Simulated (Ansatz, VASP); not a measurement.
## One calculation of MgO, two programs

```
Mg O
1.0
     2.06500    2.06500    0.00000
    -2.06500    2.06500    0.00000
     0.00000    2.06500    2.13421
Mg O
1 1
Direct
  0.00000 0.00000 0.00000
  0.50000 0.50000 0.00000
```

Change from the starting cell: film at in-plane strain -0.02.

Alike in both runs: task single point; functional PBEsol; k mesh 10 × 10 × 10; no spin polarisation.

```csv
,VASP,Ansatz
version,VASP 6.6.1,Ansatz 0.2.0
potentials or method,"VASP PAW PBE potentials, release 64 (Mg, O), cutoff 520 eV","all-electron LAPW, scalar-relativistic"
occupations,"gaussian, width 0.01 eV",fixed
```

|  | VASP | Ansatz | Ansatz less VASP |
| --- | --- | --- | --- |
| gap on the k mesh at the Fermi level (eV) | 4.84 | 4.84 | +0.001 |
| pressure (GPa) | 4.5 | 5.0 | +0.54 |
| largest component of the traceless stress (GPa) | 4.99 | 4.93 | -0.060 |

Ansatz ran all-electron here, so the differences hold the error of VASP's frozen core and of both bases.

Caveats: the PAW data sets were made with another functional, which shifts forces and pressure a little (VASP).
